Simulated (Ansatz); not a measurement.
**What strain does to AgCl (CsCl type)**

AgCl built on the CsCl prototype, relaxed with r2SCAN in the PAW code Ansatz. The symmetry is Pm-3m (No. 221, cubic); conventional cell a = 3.396 Å, 19.58 Å³ an atom. Ag has 8 Cl at 2.94 Å; Cl has 8 Ag at 2.94 Å.

The axes x, y and z are those of this cell:
```
Ag Cl
1.0
     3.39559    0.00000    0.00000
     0.00000    3.39559    0.00000
     0.00000    0.00000    3.39559
Ag Cl
1 1
Cartesian
  0.0000 0.0000 0.0000
  1.6978 1.6978 1.6978
```

Unstrained: PBE gives an indirect gap of 0.585 eV, from X to Γ; the least direct gap is 2.195 eV at Γ. The r2SCAN gap is indirect, 1.227 eV (X to Γ), below the direct gap of 2.876 eV at Γ. The HSE06 gap is indirect, 2.010 eV (X to Γ), below the direct gap of 3.576 eV at Γ. Meshes: PBE 8×8×8, r2SCAN 8×8×8, HSE06 6×6×6. Strains are changes of length per length, and xy shears are angles. After each strain the atoms were relaxed again with r2SCAN within the symmetry that the strain leaves, so tilts or polar shifts that break it weren't tested; points keep the names that they have in the unstrained zone. (Calculated; spin-unpolarised; the phase may be known or hypothetical.)

Changes of the least gap in eV (an overlap counts as a negative gap):
```
                                                       strain  volume change (%)  space group     PBE  r2SCAN   HSE06  energy rise, r2SCAN (meV/atom)
                 xy shear, engineering strain (angle) -2.47 %                0.0         Cmmm  -0.077  -0.080  -0.079                            -0.4
                                     uniaxial -1.33 % along x               -1.3       P4/mmm  -0.014  -0.010  -0.015                             1.0
epitaxial +0.32 % in the xy plane, free normal strain -0.28 %               +0.4       P4/mmm  -0.010  -0.010  -0.011                             0.1
```

Xy shear, engineering strain (angle) -2.47 %. HSE06: the gap goes from 2.010 to 1.931 eV (-0.079 eV). Stress change with r2SCAN, compression positive: xx +0.02, yy +0.02, zz +0.03, xy -0.25 GPa.

Uniaxial -1.33 % along x, other directions held. HSE06: the gap goes from 2.010 to 1.995 eV (-0.015 eV). Stress change with r2SCAN, compression positive: xx +1.33, yy +0.52, zz +0.52 GPa.

Epitaxial +0.32 % in the xy plane, free normal strain -0.28 %. HSE06: the gap goes from 2.010 to 1.999 eV (-0.011 eV). Stress change with r2SCAN, compression positive: xx -0.32, yy -0.32, zz +0.04 GPa.

Spin-orbit coupling is left out.

The meshes of the hybrids are coarse, so their gaps aren't converged to the digits shown.
